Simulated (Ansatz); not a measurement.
## Ga: do energies and stresses tell the same story?

Computed with Ansatz 0.2.0, DFT r2SCAN, scalar-relativistic, plane waves, PAW.

Plane waves to 500 eV, a k mesh through Γ of 8×8×8 on the computed 6-atom cell and Gaussian smearing (0.10 eV); no spin polarisation.

Relaxed cell: I-43d, a = 5.987 Å, b = 5.987 Å, c = 5.987 Å, α = 90.00°, β = 90.00°, γ = 90.00°, 6 atoms in the primitive cell. This form isn't the element's structure at ambient conditions.

Energies at zero smearing and pressures from the stress tensor, at volumes with shape and atoms relaxed:
| V (Å³/atom) | E − E(first) (meV/atom) | P (GPa) |
| --- | --- | --- |
| 16.814 | 0.00 | 4.30 |
| 17.350 | -10.34 | 1.95 |
| 17.887 | -13.52 | 0.00 |
| 18.423 | -10.76 | -1.62 |
| 18.960 | -3.07 | -2.97 |

Task: Check P = −dE/dV between neighbouring volumes, and get the bulk modulus from the pressures alone.

Result: With 1 eV/Å³ = 160.2 GPa:
```tsv
middle V (Å³/atom)	−ΔE/ΔV (GPa)	mean P (GPa)
17.082	3.087	3.127
17.618	0.949	0.978
18.155	-0.823	-0.808
18.692	-2.296	-2.295
```

The two differ by 0.04 GPa at most. The mean of two end pressures misses the average over a step by about ΔV² P″/12, up to 0.04 GPa here; with that taken off 0.02 GPa remains. Around V = 17.887 Å³/atom, the two neighbours give B = −V ΔP/ΔV = 17.887 × 3.57 / 1.073 = 59.6 GPa, against B0 = 58.9 GPa from the Birch–Murnaghan fit of the energies.

Cost: 6 runs of about 7.1 core-minutes in all, on Arm Neoverse V1 (shared hosts).